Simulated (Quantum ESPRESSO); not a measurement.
The system is CdSe.

```
Cd Se
1.0
     0.00000    3.07027    3.07027
     3.07027    0.00000    3.07027
     3.07027    3.07027    0.00000
Cd Se
1 1
Direct
  0.00000 0.00000 0.00000
  0.25000 0.25000 0.25000
```

Measurements of this composition are mostly on another form, of space group No. 186.

- Program: Quantum ESPRESSO 7.5
- Task: phonons
- Functional: LDA
- Potentials or basis: GBRV 1.5 LDA
- Cutoff: 612 eV
- Density cutoff: 4898 eV
- k mesh: 4 × 4 × 4, shifted
- Occupations: fermi-dirac, width 0.05 eV
- Spin: no spin polarisation
- Target pressure: 15 GPa
- Form of the LDA correlation: PZ81
- Mixing beta: 0.5
- Most SCF iterations: 120
- SCF threshold: 4e-10 Ry

The cell and the atoms were relaxed first at 15 GPa, to 22.80 Å³/atom (a = 4.010 Å, b = 4.010 Å, c = 4.010 Å, α = 60.00°, β = 60.00°, γ = 60.00°), and the response was taken there.

The first run showed a gap, so the response started from a second, tighter run with fixed occupations.

The run gives a transverse optical frequency of 236 cm⁻¹, an electronic dielectric constant of 8.04 and Born charges of ±1.99 e.

Question: What are the longitudinal frequency and the static dielectric constant?

Answer: The longitudinal mode lies at 259 cm⁻¹, 23 cm⁻¹ over the transverse one, and the static constant is 9.70. The two agree with the Lyddane-Sachs-Teller relation: (259/236)² = 1.20 and 9.70/8.04 = 1.21.

Caveat: the mesh is thin for the dielectric tensor, Born charges and intensities, which usually come out too large; the volume moved by over 15 % at a fixed basis, so the end points are rough; the cell is more than 3 GPa from zero pressure, which shifts response properties.
